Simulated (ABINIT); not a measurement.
# BN (F-43m) in ABINIT: notebook

Aim: see how the results for BN move with the level of theory and the settings. Levels: PBE, PBE+D3, PBE+D3(BJ), PBE+D4. Tasks: equation of state.

All numbers are computed with ABINIT 10.8.3 (patched build); they aren't measurements. Logs are shortened: lines on timing, memory, paths and dates and some standing lists are left out, and cuts for length are marked. The log counts tension as positive stress, the text compression.

**The experiment to reproduce.**

From “Effect of nanostructuration on compressibility of cubic BN”, 2012, arxiv:1208.3664, for a bulk crystal of BN at 300 K: bulk modulus 395 ± 2 GPa.

The results are compared with them further down.

### Step 1. The crystal as given

The structure is cubic, space group F-43m (No. 216). The conventional cell has a = 3.626 Å, b = 3.626 Å, c = 3.626 Å, α = 90.00°, β = 90.00°, γ = 90.00°. N (site symmetry -43m) is surrounded by 4 B at 1.57 Å. B (site symmetry -43m) is surrounded by 4 N at 1.57 Å.

The cell is a database's computed one.

### Step 2. Equation of state, PBE

Contents of run.py:

```python
import json, os
import numpy as np
from ase.eos import EquationOfState
from ase.units import GPa
from ase.calculators.abinit import Abinit, AbinitProfile
from ase import Atoms

atoms = Atoms(['N', 'B'],
              cell=[[0.0, 1.813001, 1.813001], [1.813001, 0.0, 1.813001], [1.813001, 1.813001, 0.0]],
              scaled_positions=[[0.25, 0.25, 0.25], [0.0, 0.0, 0.0]],
              pbc=True)

profile = AbinitProfile(command='abinit', pp_paths=[os.path.abspath('pseudos')])
params = dict(
    pps='pawxml', xc='PBE',
    ecut=707.496,
    pawecutdg=1306.1465,
    pawxcdev=0,
    kptopt=1,
    ngkpt=[13, 13, 13],
    nshiftk=1,
    shiftk=[0.0, 0.0, 0.0],
    ixc=11,
    nband=8,
    occopt=3,
    tsmear=0.05,
    nstep=100,
    tolvrs=1e-09,
    prtwf=0,
    prtden=0,
)

cell0 = atoms.cell.copy()
volumes, energies = [], []
for i, x in enumerate([0.94, 0.96, 0.98, 1.0, 1.02, 1.04, 1.06]):
    atoms.set_cell(cell0 * x ** (1 / 3), scale_atoms=True)
    atoms.calc = Abinit(profile=profile, directory=f'v{i}', **params)
    volumes.append(atoms.get_volume() / len(atoms))
    energies.append(atoms.get_potential_energy(force_consistent=True) / len(atoms))
    print(f'{x:5.2f} {volumes[-1]:10.5f} A^3/atom {energies[-1]:14.6f} eV/atom', flush=True)
    json.dump(dict(volumes=volumes, energies=energies), open('results.json', 'w'))
v0, e0, b0 = EquationOfState(volumes, energies, eos='vinet').fit()
print(f'V0 {v0:.4f} A^3/atom  E0 {e0:.6f} eV/atom  B0 {b0 / GPa:.2f} GPa')
```

Potentials or basis: JTH PAW PBE v2.0.

Run with:

```
$ python run.py
```

Log:

```text
0.94    5.60173 A^3/atom    -176.556775 eV/atom
 0.96    5.72091 A^3/atom    -176.572100 eV/atom
 0.98    5.84010 A^3/atom    -176.580732 eV/atom
 1.00    5.95928 A^3/atom    -176.583325 eV/atom
 1.02    6.07847 A^3/atom    -176.580377 eV/atom
 1.04    6.19766 A^3/atom    -176.572418 eV/atom
 1.06    6.31684 A^3/atom    -176.559906 eV/atom
V0 5.9535 A^3/atom  E0 -176.583324 eV/atom  B0 371.92 GPa
```

abinit.in:

```text
ecut 707.496 eV
ixc 11
kptopt 1
natom 2
nband 8
ngkpt
13 13 13
nshiftk 1
nsppol 1
nstep 100
occopt 3
pawecutdg 1306.1465 eV
pawxcdev 0
prtden 0
prtwf 0
shiftk
0.0 0.0 0.0
tolvrs 1e-09
tsmear 0.05 eV
#Definition of the unit cell
acell
1.00000000000000 1.00000000000000 1.00000000000000 Angstrom
rprim
0.00000000000000 1.84855906666430 1.84855906666430
1.84855906666430 0.00000000000000 1.84855906666430
1.84855906666430 1.84855906666430 0.00000000000000
chkprim 0 # Allow non-primitive cells
#Definition of the atom types
ntypat 2
znucl 5 7
#Enumerate different atomic species
typat
 2 1
pseudos "./pseudos/B.GGA_PBE-JTH.xml,
./pseudos/N.GGA_PBE-JTH.xml"
#Definition of the atoms
xcart
1.74663518171413 1.74663518171413 1.74663518171413
0.00000000000000 0.00000000000000 0.00000000000000
chkexit 1 # abinit.exit file in the running directory terminates after the current SCF
```

abinit.abo:

```text
.Version 10.8.3 of ABINIT
 Symmetries : space group F-4 3 m (#216); Bravais cF (face-center cubic)
================================================================================
 Values of the parameters that define the memory need of the present run
     intxc =       0    ionmov =       0      iscf =      17    lmnmax =       8
     lnmax =       4     mgfft =      24  mpssoang =       2    mqgrid =    3001
     natom =       2  nloc_mem =       2    nspden =       1   nspinor =       1
    nsppol =       1      nsym =      24    n1xccc =       1    ntypat =       2
    occopt =       3   xclevel =       2
       mpw =         556          nfft =       13824          nkpt =          84
 PAW method is used; the additional fine FFT grid is defined by:
   mgfftf=        32    nfftf =     32768
================================================================================
================================================================================

--------------------------------------------------------------------------------
------------- Echo of variables that govern the present computation ------------
--------------------------------------------------------------------------------
 -outvars: echo values of preprocessed input variables --------
            acell      1.8897261259E+00  1.8897261259E+00  1.8897261259E+00 Bohr
              amu      1.08110000E+01  1.40067400E+01
          chkexit           1
          chkprim           0
             ecut      2.59999984E+01 Hartree
                       outvar_i_n : Printing only first  50 k-points.
              ixc          11
                       outvar_i_n : Printing only first  50 k-points.
         kptrlatt       13    0    0      0   13    0      0    0   13
          kptrlen      6.42229942E+01
            natom           2
            nband           8
            ngfft          24      24      24
          ngfftdg          32      32      32
             nkpt          84
            nstep         100
             nsym          24
           ntypat           2
                       prtocc : prtvol=0, do not print more k-points.
           occopt           3
        pawecutdg      4.79999985E+01 Hartree
         pawxcdev           0
           prtden           0
            prtwf           0
[... 170 lines left out ...]
iteration_state     : {dtset: 1, }
comment             : Components of total free energy in Hartree
kinetic             :  7.79696197322451E+00
hartree             :  1.87424171292030E+00
xc                  : -3.87236022466202E+00
Ewald energy        : -1.28778602064291E+01
psp_core            :  6.83909526918946E-01
local_psp           : -7.96384331025966E+00
PAW spherical_terms :  1.38203680971865E+00
internal            : -1.29769137185684E+01
'-kT*entropy'       :  6.26635405992691E-16
total_energy        : -1.29769137185684E+01
total_energy_eV     : -3.53119811476733E+02
...

--- !EnergyTermsDC
iteration_state     : {dtset: 1, }
comment             : '"Double-counting" decomposition of free energy'
band_energy         :  7.00005001897996E-02
Ewald energy        : -1.28778602064291E+01
psp_core            :  6.83909526918946E-01
xc_dc               : -1.08866534662093E+00
PAW spherical_terms :  2.35703786690789E-01
internal            : -1.29769117392505E+01
'-kT*entropy'       :  6.26635405992691E-16
total_energy_dc     : -1.29769117392505E+01
total_energy_dc_eV  : -3.53119757616750E+02
...

--- !EnergyTermsWithPAWCore
iteration_state     : {dtset: 1, }
comment             : 'Components of total free energy, including PAW core contributions'
Total energy        : -7.96956676382188E+01
Total energy DC     : -7.96956656589009E+01
Total energy (eV)   : -2.16862959423490E+03
Total energy DC (eV): -2.16862954037492E+03
...

 Cartesian components of stress tensor (hartree/bohr^3)
  sigma(1 1)=  6.74823450E-04  sigma(3 2)=  0.00000000E+00
  sigma(2 2)=  6.74823450E-04  sigma(3 1)=  0.00000000E+00
  sigma(3 3)=  6.74823450E-04  sigma(2 1)=  0.00000000E+00

-Cartesian components of stress tensor (GPa)         [Pressure= -1.9854E+01 GPa]
- sigma(1 1)=  1.98539913E+01  sigma(3 2)=  0.00000000E+00
- sigma(2 2)=  1.98539913E+01  sigma(3 1)=  0.00000000E+00
- sigma(3 3)=  1.98539913E+01  sigma(2 1)=  0.00000000E+00

== END DATASET(S) ==============================================================
================================================================================

 -outvars: echo values of variables after computation  --------
            acell      1.8897261259E+00  1.8897261259E+00  1.8897261259E+00 Bohr
           etotal     -1.2976911739E+01
            fcart      3.8540464134E-29  7.9868518590E-46 -3.8540464134E-29
                      -3.8540464134E-29 -7.9868518590E-46  3.8540464134E-29
            rprim      0.0000000000E+00  1.8485590667E+00  1.8485590667E+00
                       1.8485590667E+00  0.0000000000E+00  1.8485590667E+00
                       1.8485590667E+00  1.8485590667E+00  0.0000000000E+00
           strten      6.7482344960E-04  6.7482344960E-04  6.7482344960E-04
                       0.0000000000E+00  0.0000000000E+00  0.0000000000E+00
           xangst      9.2427953330E-01  9.2427953330E-01  9.2427953330E-01
                      -3.4654123198E-11 -3.4654123198E-11 -3.4654123198E-11
             xred      2.4999999999E-01  2.4999999999E-01  2.4999999999E-01
                      -9.3732799300E-12 -9.3732799300E-12 -9.3732799300E-12
 Calculation completed.
```

Wall time 77 s (1 thread of Arm Neoverse V1, shared host); peak memory 0.08 GiB.

What came out:

```yaml
Equilibrium_volume: 5.95 Å³/atom
Bulk_modulus: 372 GPa
Pressure_derivative_of_the_bulk_modulus: 3.8
```

Energy against volume, from the lowest point:
```csv
volume (Å³/atom),energy (meV/atom)
5.602,26.55
5.721,11.23
5.840,2.59
5.959,0.00
6.078,2.95
6.198,10.91
6.317,23.42
```

Caveat: pressures at fixed basis lie under the slope of the energies; the log and the count of SCF iterations are those of the last ABINIT call alone.

### Step 3. Equation of state, PBE+D3

Edit run.py of step 2 so:

```diff
@@ -4,2 +4,4 @@
 from ase.units import GPa
+from ase.calculators.mixing import SumCalculator
+from dftd3.ase import DFTD3
 from ase.calculators.abinit import Abinit, AbinitProfile
@@ -36,5 +38,6 @@
     atoms.set_cell(cell0 * x ** (1 / 3), scale_atoms=True)
-    atoms.calc = Abinit(profile=profile, directory=f'v{i}', **params)
+    atoms.calc = SumCalculator([Abinit(profile=profile, directory=f'v{i}', **params), DFTD3(method='pbe', damping='d3zero')])
     volumes.append(atoms.get_volume() / len(atoms))
-    energies.append(atoms.get_potential_energy(force_consistent=True) / len(atoms))
+    dft, disp = atoms.calc.mixer.calcs
+    energies.append((dft.get_property('free_energy', atoms) + disp.get_property('energy', atoms)) / len(atoms))
     print(f'{x:5.2f} {volumes[-1]:10.5f} A^3/atom {energies[-1]:14.6f} eV/atom', flush=True)
```

Potentials or basis: JTH PAW PBE v2.0.

Run with:

```
$ python run.py
```

Run time: 78 s. Hardware: 1 thread of Arm Neoverse V1, shared host; peak memory 0.08 GiB.

Results (log left out):

```yaml
Equilibrium_volume: 5.91 Å³/atom
Bulk_modulus: 378 GPa
Pressure_derivative_of_the_bulk_modulus: 3.7
```

Energy against volume, from the lowest point:
```
volume (Å³/atom)  energy (meV/atom)
           5.602              19.56
           5.721               6.66
           5.840               0.35
           5.959               0.00
           6.078               5.12
           6.198              15.20
           6.317              29.77
```

Caveat: pressures at fixed basis lie under the slope of the energies; the log and the count of SCF iterations are those of the last ABINIT call alone.

### Step 4. Equation of state, PBE+D3(BJ)

Edit run.py of step 3 so:

```diff
@@ -38,3 +38,3 @@
     atoms.set_cell(cell0 * x ** (1 / 3), scale_atoms=True)
-    atoms.calc = SumCalculator([Abinit(profile=profile, directory=f'v{i}', **params), DFTD3(method='pbe', damping='d3zero')])
+    atoms.calc = SumCalculator([Abinit(profile=profile, directory=f'v{i}', **params), DFTD3(method='pbe', damping='d3bj')])
     volumes.append(atoms.get_volume() / len(atoms))
@@ -44,3 +44,3 @@
     json.dump(dict(volumes=volumes, energies=energies), open('results.json', 'w'))
-v0, e0, b0 = EquationOfState(volumes, energies, eos='vinet').fit()
+v0, e0, b0 = EquationOfState(volumes, energies, eos='birchmurnaghan').fit()
 print(f'V0 {v0:.4f} A^3/atom  E0 {e0:.6f} eV/atom  B0 {b0 / GPa:.2f} GPa')
```

Potentials or basis: JTH PAW PBE v2.0.

Run with:

```
$ python run.py
```

Log:

```text
0.94    5.60173 A^3/atom    -176.777194 eV/atom
 0.96    5.72091 A^3/atom    -176.787919 eV/atom
 0.98    5.84010 A^3/atom    -176.792141 eV/atom
 1.00    5.95928 A^3/atom    -176.790502 eV/atom
 1.02    6.07847 A^3/atom    -176.783491 eV/atom
 1.04    6.19766 A^3/atom    -176.771628 eV/atom
 1.06    6.31684 A^3/atom    -176.755361 eV/atom
V0 5.8645 A^3/atom  E0 -176.792271 eV/atom  B0 381.56 GPa
```

abinit.in:

```text
ecut 707.496 eV
ixc 11
kptopt 1
natom 2
nband 8
ngkpt
13 13 13
nshiftk 1
nsppol 1
nstep 100
occopt 3
pawecutdg 1306.1465 eV
pawxcdev 0
prtden 0
prtwf 0
shiftk
0.0 0.0 0.0
tolvrs 1e-09
tsmear 0.05 eV
#Definition of the unit cell
acell
1.00000000000000 1.00000000000000 1.00000000000000 Angstrom
rprim
0.00000000000000 1.84855906666430 1.84855906666430
1.84855906666430 0.00000000000000 1.84855906666430
1.84855906666430 1.84855906666430 0.00000000000000
chkprim 0 # Allow non-primitive cells
#Definition of the atom types
ntypat 2
znucl 5 7
#Enumerate different atomic species
typat
 2 1
pseudos "./pseudos/B.GGA_PBE-JTH.xml,
./pseudos/N.GGA_PBE-JTH.xml"
#Definition of the atoms
xcart
1.74663518171413 1.74663518171413 1.74663518171413
0.00000000000000 0.00000000000000 0.00000000000000
chkexit 1 # abinit.exit file in the running directory terminates after the current SCF
```

abinit.abo:

```text
.Version 10.8.3 of ABINIT
 Symmetries : space group F-4 3 m (#216); Bravais cF (face-center cubic)
================================================================================
 Values of the parameters that define the memory need of the present run
     intxc =       0    ionmov =       0      iscf =      17    lmnmax =       8
[... 267 lines left out ...]
           strten      6.7482344960E-04  6.7482344960E-04  6.7482344960E-04
                       0.0000000000E+00  0.0000000000E+00  0.0000000000E+00
           xangst      9.2427953330E-01  9.2427953330E-01  9.2427953330E-01
                      -3.4654123198E-11 -3.4654123198E-11 -3.4654123198E-11
             xred      2.4999999999E-01  2.4999999999E-01  2.4999999999E-01
                      -9.3732799300E-12 -9.3732799300E-12 -9.3732799300E-12
 Calculation completed.
```

Run time: 77 s. Hardware: 1 thread of Arm Neoverse V1, shared host; peak memory 0.08 GiB.

Results:

```yaml
Equilibrium_volume: 5.86 Å³/atom
Bulk_modulus: 382 GPa
Pressure_derivative_of_the_bulk_modulus: 3.8
```

Energy against volume, from the lowest point:
```
volume (Å³/atom)  energy (meV/atom)
           5.602              14.95
           5.721               4.22
           5.840               0.00
           5.959               1.64
           6.078               8.65
           6.198              20.51
           6.317              36.78
```

Caveat: pressures at fixed basis lie under the slope of the energies; the log and the count of SCF iterations are those of the last ABINIT call alone.

### Step 5. Equation of state, PBE+D4

Edit run.py of step 4 so:

```diff
@@ -5,3 +5,3 @@
 from ase.calculators.mixing import SumCalculator
-from dftd3.ase import DFTD3
+from dftd4.ase import DFTD4
 from ase.calculators.abinit import Abinit, AbinitProfile
@@ -38,3 +38,3 @@
     atoms.set_cell(cell0 * x ** (1 / 3), scale_atoms=True)
-    atoms.calc = SumCalculator([Abinit(profile=profile, directory=f'v{i}', **params), DFTD3(method='pbe', damping='d3bj')])
+    atoms.calc = SumCalculator([Abinit(profile=profile, directory=f'v{i}', **params), DFTD4(method='pbe')])
     volumes.append(atoms.get_volume() / len(atoms))
@@ -44,3 +44,3 @@
     json.dump(dict(volumes=volumes, energies=energies), open('results.json', 'w'))
-v0, e0, b0 = EquationOfState(volumes, energies, eos='birchmurnaghan').fit()
+v0, e0, b0 = EquationOfState(volumes, energies, eos='vinet').fit()
 print(f'V0 {v0:.4f} A^3/atom  E0 {e0:.6f} eV/atom  B0 {b0 / GPa:.2f} GPa')
```

Potentials or basis: JTH PAW PBE v2.0.

Run with:

```
$ python run.py
```

Log:

```text
0.94    5.60173 A^3/atom    -176.806028 eV/atom
 0.96    5.72091 A^3/atom    -176.816969 eV/atom
 0.98    5.84010 A^3/atom    -176.821301 eV/atom
 1.00    5.95928 A^3/atom    -176.819714 eV/atom
 1.02    6.07847 A^3/atom    -176.812713 eV/atom
 1.04    6.19766 A^3/atom    -176.800833 eV/atom
 1.06    6.31684 A^3/atom    -176.784524 eV/atom
V0 5.8660 A^3/atom  E0 -176.821451 eV/atom  B0 385.37 GPa
```

abinit.in:

```text
ecut 707.496 eV
ixc 11
kptopt 1
natom 2
nband 8
ngkpt
13 13 13
nshiftk 1
nsppol 1
nstep 100
occopt 3
pawecutdg 1306.1465 eV
pawxcdev 0
prtden 0
prtwf 0
shiftk
0.0 0.0 0.0
tolvrs 1e-09
tsmear 0.05 eV
#Definition of the unit cell
acell
1.00000000000000 1.00000000000000 1.00000000000000 Angstrom
rprim
0.00000000000000 1.84855906666430 1.84855906666430
1.84855906666430 0.00000000000000 1.84855906666430
1.84855906666430 1.84855906666430 0.00000000000000
chkprim 0 # Allow non-primitive cells
#Definition of the atom types
ntypat 2
znucl 5 7
#Enumerate different atomic species
typat
 2 1
pseudos "./pseudos/B.GGA_PBE-JTH.xml,
./pseudos/N.GGA_PBE-JTH.xml"
#Definition of the atoms
xcart
1.74663518171413 1.74663518171413 1.74663518171413
0.00000000000000 0.00000000000000 0.00000000000000
chkexit 1 # abinit.exit file in the running directory terminates after the current SCF
```

abinit.abo:

```text
.Version 10.8.3 of ABINIT
 Symmetries : space group F-4 3 m (#216); Bravais cF (face-center cubic)
================================================================================
 Values of the parameters that define the memory need of the present run
     intxc =       0    ionmov =       0      iscf =      17    lmnmax =       8
     lnmax =       4     mgfft =      24  mpssoang =       2    mqgrid =    3001
     natom =       2  nloc_mem =       2    nspden =       1   nspinor =       1
    nsppol =       1      nsym =      24    n1xccc =       1    ntypat =       2
    occopt =       3   xclevel =       2
       mpw =         556          nfft =       13824          nkpt =          84
 PAW method is used; the additional fine FFT grid is defined by:
   mgfftf=        32    nfftf =     32768
[... 251 lines left out ...]

 -outvars: echo values of variables after computation  --------
            acell      1.8897261259E+00  1.8897261259E+00  1.8897261259E+00 Bohr
           etotal     -1.2976911739E+01
            fcart      3.8540464134E-29  7.9868518590E-46 -3.8540464134E-29
                      -3.8540464134E-29 -7.9868518590E-46  3.8540464134E-29
            rprim      0.0000000000E+00  1.8485590667E+00  1.8485590667E+00
                       1.8485590667E+00  0.0000000000E+00  1.8485590667E+00
                       1.8485590667E+00  1.8485590667E+00  0.0000000000E+00
           strten      6.7482344960E-04  6.7482344960E-04  6.7482344960E-04
                       0.0000000000E+00  0.0000000000E+00  0.0000000000E+00
           xangst      9.2427953330E-01  9.2427953330E-01  9.2427953330E-01
                      -3.4654123198E-11 -3.4654123198E-11 -3.4654123198E-11
             xred      2.4999999999E-01  2.4999999999E-01  2.4999999999E-01
                      -9.3732799300E-12 -9.3732799300E-12 -9.3732799300E-12
 Calculation completed.
```

Wall time 2 min (1 thread of Arm Neoverse V1, shared host); peak memory 0.08 GiB.

What came out:

- Equilibrium volume: 5.87 Å³/atom
- Bulk modulus: 385 GPa
- Pressure derivative of the bulk modulus: 3.9

Energy against volume, from the lowest point:
```
volume (Å³/atom)  energy (meV/atom)
           5.602              15.27
           5.721               4.33
           5.840               0.00
           5.959               1.59
           6.078               8.59
           6.198              20.47
           6.317              36.78
```

Caveat: pressures at fixed basis lie under the slope of the energies; the log and the count of SCF iterations are those of the last ABINIT call alone.

### Step 6. The runs side by side

| level | dispersion computed by | V0 of scaled cells (Å³/atom) | B0 (GPa) |
| --- | --- | --- | --- |
| PBE | - | 5.95 | 372 |
| PBE+D3 | simple-dftd3 1.7.0 | 5.91 | 378 |
| PBE+D3(BJ) | simple-dftd3 1.7.0 | 5.86 | 382 |
| PBE+D4 | dftd4 4.3.1 | 5.87 | 385 |

Alike in all rows: task equation of state; potentials or basis JTH PAW PBE v2.0; no spin polarisation; cell as given; k mesh 13 × 13 × 13; cutoff (eV) 707; smearing fermi-dirac 0.05 eV.

Caveats: pressures at fixed basis lie under the slope of the energies.

Total energies depend on the potentials used, so only differences within one code and one set of settings carry meaning.

### Step 7. Against experiment

Step 2. Measured bulk modulus of BN: 395 GPa (300 K; quoted in “Effect of nanostructuration on compressibility of cubic BN”, 2012, arxiv:1208.3664). This calculation gives 372 GPa (-5.9 %). The fit is for a static lattice scaled at fixed shape and fixed fractional positions.

Step 3. Measured bulk modulus of BN: 395 GPa (300 K; quoted in “Effect of nanostructuration on compressibility of cubic BN”, 2012, arxiv:1208.3664). This calculation gives 378 GPa (-4.3 %). The fit is for a static lattice scaled at fixed shape and fixed fractional positions.

Step 4. A measured bulk modulus of BN is 395 GPa (300 K; quoted in “Effect of nanostructuration on compressibility of cubic BN”, 2012, arxiv:1208.3664); the calculated 382 GPa misses it by -3.4 %. The fit is for a static lattice scaled at fixed shape and fixed fractional positions.

Step 5. Measured bulk modulus of BN: 395 GPa (300 K; quoted in “Effect of nanostructuration on compressibility of cubic BN”, 2012, arxiv:1208.3664). This calculation gives 385 GPa (-2.5 %). The fit is for a static lattice scaled at fixed shape and fixed fractional positions.
